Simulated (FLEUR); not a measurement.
**Fe (c factor at fixed volume 1.03 on the database's cell): anisotropy by force theorems**

Aim: the anisotropy of Fe (c factor at fixed volume 1.03 on the database's cell) from single passes in the potential of one collinear state.

Calculated with FLEUR MaX-R8.1; PBE; all-electron FLAPW, Dirac cores, scalar-relativistic bands.

The database entry behind the starting cell differs from later determinations by our own check (an axis about 0.7 % long against later determinations), so it need not match the best structure at ambient conditions.

## 1. Set-up

It takes space group I4/mmm (No. 139, tetragonal). The conventional cell has a = 2.844 Å, b = 2.844 Å, c = 2.973 Å, α = 90.00°, β = 90.00°, γ = 90.00°. Fe has 8 Fe at 2.50 Å nearest.

Structure file:

```cif
data_structure
_symmetry_space_group_name_H-M 'P 1'
_symmetry_Int_Tables_number 1
_cell_length_a 2.5005
_cell_length_b 2.5005
_cell_length_c 2.5005
_cell_angle_alpha 110.691
_cell_angle_beta 110.691
_cell_angle_gamma 107.059
_cell_volume 12.02
loop_
_atom_site_label
_atom_site_type_symbol
_atom_site_fract_x
_atom_site_fract_y
_atom_site_fract_z
_atom_site_occupancy
Fe1 Fe 0.00000 0.00000 0.00000 1
```

The cell is strained on purpose: c factor at fixed volume 1.03 on the database's cell.

## 2. Self-consistent state

The force theorems are single passes in this state's potential, so it has to be converged first.

No symmetry is used, so that later steps may turn the spins freely; k and −k are joined. inpgen writes inp.xml from crystal.txt; cutoffs, mixing, functional, smearing and local orbitals are then set in the file. The k list scf (kpts.xml, not shown) is a Γ-centred 14×14×14 mesh; where the ranks do not divide the number of points, some are split in two of half the weight.

The input, inp.xml:

```
<?xml version="1.0" encoding="UTF-8" standalone="no"?>
<fleurInput fleurInputVersion="0.39">
   <comment>
      Fe
   </comment>
   <calculationSetup>
      <cutoffs Kmax="3.6" Gmax="10.8" GmaxXC="10.8" numbands="0"/>
      <scfLoop itmax="110" minDistance="0.00002" maxIterBroyd="15" imix="Anderson" alpha="0.05" precondParam="0.0" spinf="2.0" sdNocoIR="T"/>
      <coreElectrons ctail="F" frcor="F" kcrel="0" coretail_lmax="0"/>
      <xcFunctional name="pbe" relativisticCorrections="F"/>
      <magnetism jspins="2" l_noco="F" l_ss="F">
         <qss>0.0 0.0 0.0</qss>
         <mtNocoParams l_mperp="F" l_mtNocoPot="F" l_relaxSQA="F" mag_mixing_scheme="0" mix_RelaxWeightOffD="1.0" l_constrained="F" mix_constr="1.0"/>
         <sourceFreeMag l_sourceFree="F" l_scaleMag="F" mag_scale="1.0"/>
      </magnetism>
      <soc l_soc="F" theta="0.0" phi="0.0" spav="F"/>
      <expertModes spex="0" secvar="F"/>
      <geometryOptimization l_f="F" forcealpha="1.0" forcemix="BFGS" epsdisp="0.00001" epsforce="0.00001"/>
      <ldaU l_linMix="F" mixParam="0.05" spinf="1.0"/>
   </calculationSetup>
   <cell>
      <bzIntegration valenceElectrons="16.0" mode="hist" fermiSmearingEnergy="0.00183747">
         <kPointListSelection listName="scf"/>
         <xi:include xmlns:xi="http://www.w3.org/2001/XInclude" href="kpts.xml"> </xi:include>
      </bzIntegration>
      <xi:include xmlns:xi="http://www.w3.org/2001/XInclude" href="sym.xml"> </xi:include>
      <bulkLattice scale="1.0">
         <bravaisMatrix>
            <row-1>   -2.6868695791989365     2.6868695791989365     2.8086810417317336</row-1>
            <row-2>    2.6868695791989365    -2.6868695791989365     2.8086810417317336</row-2>
            <row-3>    2.6868695791989365     2.6868695791989365    -2.8086810417317336</row-3>
         </bravaisMatrix>
      </bulkLattice>
   </cell>
   <atomSpecies>
      <species name="Iron (Fe) 2.800" element="Fe" atomicNumber="26">
         <mtSphere radius="2.3" gridPoints="761" logIncrement="0.016"/>
         <atomicCutoffs lmax="8" lnonsphr="6"/>
         <electronConfig flipSpins="F">
            <coreConfig>(1s1/2) (2s1/2) (2p1/2) (2p3/2)</coreConfig>
            <valenceConfig>(3s1/2) (3p1/2) (3p3/2) (4s1/2) (3d3/2) (3d5/2)</valenceConfig>
            <stateOccupation state="(3d3/2)" spinUp="1.4" spinDown="1.0"/>
            <stateOccupation state="(3d5/2)" spinUp="3.0" spinDown="0.6"/>
         </electronConfig>
         <energyParameters s="4" p="4" d="3" f="4"/>
         <lo type="SCLO" l="0" n="3" eDeriv="0"/>
         <lo type="SCLO" l="1" n="3" eDeriv="0"/>
      </species>
   </atomSpecies>
   <atomGroups>
      <atomGroup species="Iron (Fe) 2.800">
         <relPos label="                   1">.0000000000 .0000000000 .0000000000</relPos>
         <force calculate="T" relaxXYZ="TTT"/>
         <nocoParams  alpha="0.0" beta="0.0"/>
      </atomGroup>
   </atomGroups>
   <output dos="F" band="F" slice="F">
      <bandDOS minEnergy="-.5*Htr" maxEnergy="0.5*Htr" sigma="0.015" storeEVData="T"/>
      <plotting iplot="0" polar="F">
         <plot TwoD="T" vec1="  1.0  0.0  0.0" vec2="  0.0  1.0  0.0" vec3="  0.0  0.0  1.0" zero="  0.0  0.0  0.0" file="plot"/>
      </plotting>
      <moessbauerParams electricFieldGradient="F" isomerShift="F" coreHyperfine="F" valenceHyperfine="F"/>
   </output>
</fleurInput>
```

The input, crystal.txt:

```
Fe
&input film=F cartesian=F /
-1.42183015000  1.42183015000  1.48629000000
1.42183015000  -1.42183015000  1.48629000000
1.42183015000  1.42183015000  -1.48629000000
1.8897261246
1.0 1.0 1.0

1
26 0.00000000000  0.00000000000  0.00000000000 : 2.800

&kpt div1=14 div2=14 div3=14 gamma=T /
```

On the command line:

```
> OMP_NUM_THREADS=1 inpgen -f crystal.txt -nosym -noco > inpgen.log  # inp.xml is then edited as shown
> OMP_NUM_THREADS=1 mpirun -n 4 fleur_MPI > fleur.log
```

Output:

```text
Welcome to FLEUR        (www.flapw.de)
      MaX-Release 8.1          (www.max-centre.eu)

 ========== k-point set info ==========
 Selected k-point list: scf
 k-point list type: mesh
 0 x 0 x 0
 Number of k points: 1376

 ------------Calculation Setup---------------------------
 Number of MPI-tasks      :            4
 Number of PE/node        :            4
 Number of OMP-threads    :            1
 k-points in parallel     :            4
 pe's per k-point         :            1
 No of k-point loops      :          344
 Eigenvalue solver        :       lapack
 Number of basis functions:           78
 Approximate size of matrices (H+S) per k-point:         0.000 GB
 --------------------------------------------------------
 Complex matrix made real
 Complex matrix made real
 Iteration:     1   Distance:      11.17431126 me/bohr^3
 Iteration:     2   Distance:       9.18367562 me/bohr^3
 Iteration:     3   Distance:       6.18684246 me/bohr^3
 Iteration:     4   Distance:       2.45111675 me/bohr^3
 Iteration:     5   Distance:       2.42121461 me/bohr^3
 Iteration:     6   Distance:       2.50334526 me/bohr^3
 Iteration:     7   Distance:       1.24647237 me/bohr^3
 Iteration:     8   Distance:       1.09521278 me/bohr^3
 Iteration:     9   Distance:       0.43808968 me/bohr^3
 Iteration:    10   Distance:       0.06065698 me/bohr^3
 Iteration:    11   Distance:       0.06340011 me/bohr^3
 Iteration:    12   Distance:       0.02212387 me/bohr^3
 Iteration:    13   Distance:       0.02317707 me/bohr^3
 Iteration:    14   Distance:       0.02254470 me/bohr^3
 Iteration:    15   Distance:       0.01655348 me/bohr^3
 Iteration:    16   Distance:       0.01597099 me/bohr^3
 Iteration:    17   Distance:       0.00730135 me/bohr^3
 Iteration:    18   Distance:       0.00250071 me/bohr^3
 Iteration:    19   Distance:       0.00074558 me/bohr^3
 Iteration:    20   Distance:       0.00088618 me/bohr^3
 Iteration:    21   Distance:       0.00010653 me/bohr^3
 Iteration:    22   Distance:       0.00005879 me/bohr^3
 Iteration:    23   Distance:       0.00007490 me/bohr^3
 Iteration:    24   Distance:       0.00002161 me/bohr^3
 Iteration:    25   Distance:       0.00000089 me/bohr^3

 ********************************************************************
 Run finished successfully
 Stop message:
   all done
 ********************************************************************

--- out.xml (last complete iteration) ---
<iteration numberForCurrentRun="   25" overallNumber="   25">
         <energyParameters units="Htr">
            <atomicEP atomType="1" spin="1" branch="4s" branchLowest="-2.89" branchHighest="1.85" value="0.1995301612"/>
            <atomicEP atomType="1" spin="1" branch="4p" branchLowest="-1.63" branchHighest="2.43" value="0.3325834589"/>
            <atomicEP atomType="1" spin="1" branch="3d" branchLowest="-9.99" branchHighest="0.39" value="0.2586436885"/>
            <atomicEP atomType="1" spin="1" branch="4f" branchLowest="-9.99" branchHighest="3.49" value="0.6459857910"/>
            <loAtomicEP atomType="1" spin="1" branch="3s" branchLowest="-29.54" branchHighest="-2.89" value="-2.8999605805"/>
            <loAtomicEP atomType="1" spin="1" branch="3p" branchLowest="-25.07" branchHighest="-1.63" value="-1.6523549694"/>
            <atomicEP atomType="1" spin="2" branch="4s" branchLowest="-2.79" branchHighest="1.92" value="0.1950371986"/>
            <atomicEP atomType="1" spin="2" branch="4p" branchLowest="-1.53" branchHighest="2.50" value="0.3217133436"/>
            <atomicEP atomType="1" spin="2" branch="3d" branchLowest="-9.99" branchHighest="0.49" value="0.3282312759"/>
            <atomicEP atomType="1" spin="2" branch="4f" branchLowest="-9.99" branchHighest="3.56" value="0.6303356750"/>
            <loAtomicEP atomType="1" spin="2" branch="3s" branchLowest="-29.49" branchHighest="-2.79" value="-2.7986253463"/>
            <loAtomicEP atomType="1" spin="2" branch="3p" branchLowest="-25.04" branchHighest="-1.53" value="-1.5535897912"/>
         </energyParameters>
         <bandgap value="0.0000000001" units="eV"/>
         <sumValenceSingleParticleEnergies value="-13.2627808965" units="Htr"/>
         <FermiEnergy value="0.3330132970" units="Htr"/>
         <valenceDensity>
            <mtCharges spin="1">
               <mtCharge atomType="1" total="8.6090749" s="1.1897002" p="3.1635747" d="4.2380627" f="0.0134168"/>
            </mtCharges>
            <mtCharges spin="2">
               <mtCharge atomType="1" total="6.2568034" s="1.1967061" p="3.2026830" d="1.8451411" f="0.0098456"/>
            </mtCharges>
            <spinDependentCharge spin="1" total="9.1459182" interstitial="0.5368433" mtSpheres="8.6090749"/>
            <spinDependentCharge spin="2" total="6.8540818" interstitial="0.5972784" mtSpheres="6.2568034"/>
            <totalCharge value="16.0000000000"/>
         </valenceDensity>
         <coreStates atomType="     1" atomicNumber=" 26" spin="1" kinEnergy="    574.6355927065" eigValSum="   -361.3234561908" lostElectrons=" 0.000000">
            <state n="1" l="0" j="0.5" energy="-256.5512208353" weight="1.0000000000"/>
            <state n="2" l="0" j="0.5" energy="-29.5383453211" weight="1.0000000000"/>
            <state n="2" l="1" j="0.5" energy="-25.3834299756" weight="1.0000000000"/>
            <state n="2" l="1" j="1.5" energy="-24.9252300294" weight="2.0000000000"/>
         </coreStates>
         <coreStates atomType="     1" atomicNumber=" 26" spin="2" kinEnergy="    575.0975303047" eigValSum="   -361.1772622724" lostElectrons=" 0.000000">
            <state n="1" l="0" j="0.5" energy="-256.5516868972" weight="1.0000000000"/>
            <state n="2" l="0" j="0.5" energy="-29.4934161071" weight="1.0000000000"/>
            <state n="2" l="1" j="0.5" energy="-25.3501800524" weight="1.0000000000"/>
            <state n="2" l="1" j="1.5" energy="-24.8909896078" weight="2.0000000000"/>
         </coreStates>
         <allElectronCharges>
            <spinDependentCharge spin="1" total="14.1459182" interstitial="0.5368433" mtSpheres="13.6090749"/>
            <spinDependentCharge spin="2" total="11.8540818" interstitial="0.5972784" mtSpheres="11.2568034"/>
            <totalCharge value="26.0000000001"/>
         </allElectronCharges>
         <magneticMomentsInMTSpheres units="muBohr">
            <globalMagMoment atomType="1" vec="0.00000   0.00000   2.35227"/>
            <localMagMoment atomType="1" vec="0.00000   0.00000   2.35227"/>
         </magneticMomentsInMTSpheres>
         <moessbauerParams unitsHFF="kG" unitsIS="e/bohr^3" unitsEFG="Htr/bohr^2">
         </moessbauerParams>
         <totalEnergy value="    -1272.8023193067" units="Htr">
            <sumOfEigenvalues value="     -735.7634993598">
               <coreElectrons value="-722.5007184632"/>
               <valenceElectrons value="-13.2627808965"/>
            </sumOfEigenvalues>
            <densityCoulombPotentialIntegral value="-1953.3494807184"/>
            <densityEffectivePotentialIntegral value="-2025.9555710922"/>
            <chargeDenXCDenIntegral value="-55.9360101992"/>
            <FockExchangeEnergyValence value="0.0000000000"/>
            <FockExchangeEnergyCore value="0.0000000000"/>
            <atomTypeDependentContributions atomType="1">
               <electronNucleiInteractionDifferentMTs value="1519.8351631405"/>
               <MadelungTerm value="-10.5484773403"/>
            </atomTypeDependentContributions>
            <tkbTimesEntropy value="0.0003181882"/>
            <freeEnergy value="-1272.8026374949"/>
            <extrapolationTo0K value="-1272.8024784008"/>
         </totalEnergy>
         <densityConvergence units="me/bohr^3">
            <chargeDensity spin="1" distance="0.0000005405"/>
            <chargeDensity spin="2" distance="0.0000005393"/>
            <overallChargeDensity distance="0.0000006048"/>
            <spinDensity distance="0.0000008945"/>
         </densityConvergence>
      </iteration>
```

Elapsed: 98 s, on 4 MPI ranks of Arm Neoverse V1, shared host; peak memory 0.34 GiB.

This step gave:

- free energy: -34634.7242 eV
- program's band gap on this mesh (in a metal only a level spacing): 1.00e-10 eV
- magnetization: 2.292 μB
- final state: ferromagnetic
- largest moment: 2.352 μB

After 25 cycles the largest moment stands at 2.35 μB.

## 3. Anisotropy by the force theorem, rung 1

Anisotropy is a small difference, so it is taken from sums over occupied states at a frozen potential, where most errors cancel.

One pass with spin–orbit coupling for each direction, from the saved density. Inversion lets half of the mesh serve, which the program's warning doesn't know. The k list mae (kpts.xml, not shown) is a Γ-centred 19×19×19 mesh.

inp.xml, as its differences from that of step 2:

```diff
@@ -6,4 +6,4 @@
    <calculationSetup>
-      <cutoffs Kmax="3.6" Gmax="10.8" GmaxXC="10.8" numbands="0"/>
-      <scfLoop itmax="110" minDistance="0.00002" maxIterBroyd="15" imix="Anderson" alpha="0.05" precondParam="0.0" spinf="2.0" sdNocoIR="T"/>
+      <cutoffs Kmax="3.6" Gmax="10.8" GmaxXC="10.8" numbands="36"/>
+      <scfLoop itmax="1" minDistance="0.00002" maxIterBroyd="15" imix="Anderson" alpha="0.05" precondParam="0.0" spinf="2.0" sdNocoIR="T"/>
       <coreElectrons ctail="F" frcor="F" kcrel="0" coretail_lmax="0"/>
@@ -15,3 +15,3 @@
       </magnetism>
-      <soc l_soc="F" theta="0.0" phi="0.0" spav="F"/>
+      <soc l_soc="T" theta="0.0" phi="0.0" spav="F"/>
       <expertModes spex="0" secvar="F"/>
@@ -22,3 +22,3 @@
       <bzIntegration valenceElectrons="16.0" mode="hist" fermiSmearingEnergy="0.00183747">
-         <kPointListSelection listName="scf"/>
+         <kPointListSelection listName="mae"/>
          <xi:include xmlns:xi="http://www.w3.org/2001/XInclude" href="kpts.xml"> </xi:include>
@@ -63,2 +63,5 @@
    </output>
+   <forceTheorem>
+      <MAE theta="0.0 1.5707963 1.5707963 0.7853982" phi="0.0 0.0 0.7853982 0.0"/>
+   </forceTheorem>
 </fleurInput>
```

On the command line:

```
> OMP_NUM_THREADS=1 mpirun -n 4 fleur_MPI -warn_only > fleur.log
```

Output:

```text
[banner, memory and clock lines left out]
Welcome to FLEUR        (www.flapw.de)
      MaX-Release 8.1          (www.max-centre.eu)
************FLEUR-Warning*****************
Error message: k-point set is not compatible to missing time-reversal symmetry in calculation.
Error occurred in subroutine: gen_bz
Error from PE:0/4
Other PEs with error messages:
     1-k-point set is not compatible to missing time-reversal symmetry in calculation.
     2-k-point set is not compatible to missing time-reversal symmetry in calculation.
*****************************************
************FLEUR-Warning*****************
Error message: k-point set is not compatible to missing time-reversal symmetry in calculation.
Error occurred in subroutine: gen_bz
Error from PE:1/4
*****************************************

 ========== k-point set info ==========
 Selected k-point list: mae
 k-point list type: mesh
 0 x 0 x 0
 Number of k points: 3432

 [... set-up left out ...]
 ********************************************************************
 Run finished successfully
 Stop message:
   Forcetheorem MAE
 ********************************************************************

--- out.xml (force theorem) ---
<Forcetheorem_MAE Angles="4" units="Htr">
            <Angle theta="0.0000000" phi="0.0000000" ev-sum="-13.263352248"/>
            <Angle theta="1.5707963" phi="0.0000000" ev-sum="-13.263353669"/>
            <Angle theta="1.5707963" phi="0.7853982" ev-sum="-13.263353650"/>
            <Angle theta="0.7853982" phi="0.0000000" ev-sum="-13.263352928"/>
         </Forcetheorem_MAE>
```

The job ended after 47 s (4 MPI ranks; peak memory 0.86 GiB).

Anisotropy energies, by row:

```tsv
axis	x	y	z	band energy less the first axis' (meV a cell)
[001]	0	0	1	0
[100]	1	0	0	-0.03867
[110]	0.7071	0.7071	0	-0.03815
45 degrees from [001] toward [100]	0.7071	0	0.7071	-0.0185
```

Indices are those of the standard conventional cell; x, y, z give the same directions in the axes of the input.

## 4. Energy against the direction of the moments, rung 2

A second rung shows how far the first can be trusted.

The k list mae (kpts.xml, not shown) is a Γ-centred 28×28×28 mesh.

inp.xml is that of step 3.

Output:

```text
[banner, memory and clock lines left out]
Welcome to FLEUR        (www.flapw.de)
      MaX-Release 8.1          (www.max-centre.eu)
************FLEUR-Warning*****************
Error message: k-point set is not compatible to missing time-reversal symmetry in calculation.
Error occurred in subroutine: gen_bz
Error from PE:0/4
Other PEs with error messages:
     1-k-point set is not compatible to missing time-reversal symmetry in calculation.
     2-k-point set is not compatible to missing time-reversal symmetry in calculation.
[...]
Error from PE:2/4
*****************************************
 [... set-up left out ...]
 ********************************************************************
 Run finished successfully
 Stop message:
   Forcetheorem MAE
 ********************************************************************

--- out.xml (force theorem) ---
<Forcetheorem_MAE Angles="4" units="Htr">
            <Angle theta="0.0000000" phi="0.0000000" ev-sum="-13.263375554"/>
            <Angle theta="1.5707963" phi="0.0000000" ev-sum="-13.263376946"/>
            <Angle theta="1.5707963" phi="0.7853982" ev-sum="-13.263376921"/>
            <Angle theta="0.7853982" phi="0.0000000" ev-sum="-13.263376227"/>
         </Forcetheorem_MAE>
```

The job ended after 2.5 min (4 MPI ranks; peak memory 2.4 GiB).

Anisotropy energies, by row:

```tsv
axis	x	y	z	band energy less the first axis' (meV a cell)
[001]	0	0	1	0
[100]	1	0	0	-0.03788
[110]	0.7071	0.7071	0	-0.0372
45 degrees from [001] toward [100]	0.7071	0	0.7071	-0.01831
```

(Part 1 of 2 ends here.)

[Logs and program files are shortened in this print: banners, set-up blocks, solver, clock and traceback lines can be left out without a mark of their own.]

[Logs are printed without paths, hosts, clocks, repeated set-up lines and the standing remarks that a program may print on its own settings, such as how far it seeks lower states.]

[Hosts, paths, dates, database ids (printed as entryN), source tags and the programs' standing remarks are cut or masked in the printed files.]

[Where a cell is said to come from a database of computed structures, the database is the Materials Project.]
